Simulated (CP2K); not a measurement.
Crystal: Nb.

```
CELL_PARAMETERS angstrom
2.88205 0.00000 0.00000
-0.96068 2.71722 0.00000
-0.96068 -1.35861 2.35318
ATOMIC_POSITIONS crystal
Nb 0.00000 0.00000 0.00000
```

Base run:

| Item | Value |
| --- | --- |
| Program | CP2K 2026.2 |
| Functional | PBEsol |
| Potentials or basis | POTENTIAL_UZH Nb GTH-PBE-q13; TZVP-MOLOPT-PBE-GTH basis |
| Density cutoff | 9184 eV |
| k mesh | 11 × 11 × 11 |
| Occupations | fermi-dirac, width 0.05 eV |
| Spin | no spin polarisation |

Its results: band gap on the k mesh none (metal or under the smearing width); pressure -6.4 GPa.

Task: After a change of settings the same cell gave: band gap on the k mesh none (metal or under the smearing width); pressure -9.6 GPa. Which change was it?
A. functional from PBEsol to RPBE
B. functional from PBEsol to PW91
C. functional from PBEsol to OLYP
D. functional from PBEsol to LDA

Result: D.

LDA binds more tightly than PBEsol, so the same cell stands under less pressure.

Caveats: the potentials were made for another functional, which shifts forces and pressure; the basis of atomic orbitals isn't converged, which shifts pressures, moduli and gaps.

Runs at the PBE level aren't shown here.
